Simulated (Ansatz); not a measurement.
Runs of Ansatz 0.2.0 on Nb. The structure is cubic, space group Im-3m (No. 229). Conventional cell: a = 3.328 Å, b = 3.328 Å, c = 3.328 Å, α = 90.00°, β = 90.00°, γ = 90.00°. Nb (site symmetry m-3m) has 8 Nb at 2.88 Å as nearest neighbours. 

```tsv
task	level	cell	cutoff (eV)	smearing	points for each segment of the path	gap on the mesh (eV)	pressure (GPa)	relaxed volume (Å³/atom)
relaxation of cell and atoms	BLYP	relaxed	420	fermi-dirac 0.05 eV	-	none	0.0	18.89
band structure	BLYP	as given	420	fermi-dirac 0.05 eV	14	none	4.1	-
single point	PBE	as given	420	gaussian 0.012 eV	-	none	-1.7	-
relaxation of cell and atoms	revPBE	relaxed	420	fermi-dirac 0.05 eV	-	none	0.0	(a)
band structure	r2SCAN	as given	500	fermi-dirac 0.05 eV	14	none	(b)	-
```

Alike in all rows: potentials or basis Ansatz PAW; no spin polarisation; k mesh 11 × 11 × 11.

Q: Estimate the missing entries.

A: (a) 18.43; (b) -3.2.

Caveats: the PAW data sets come from PBE, with cores solved anew for the run's functional, which leaves a small shift of forces and pressure (some runs); the plane-wave basis is chosen anew once the cell has moved, so the energies of steps on either side of that aren't comparable (some runs).

A k mesh can miss the band edges, and the runs leave out spin-orbit coupling on Nb.

A gap of «none» marks a metal or a gap under the smearing width.
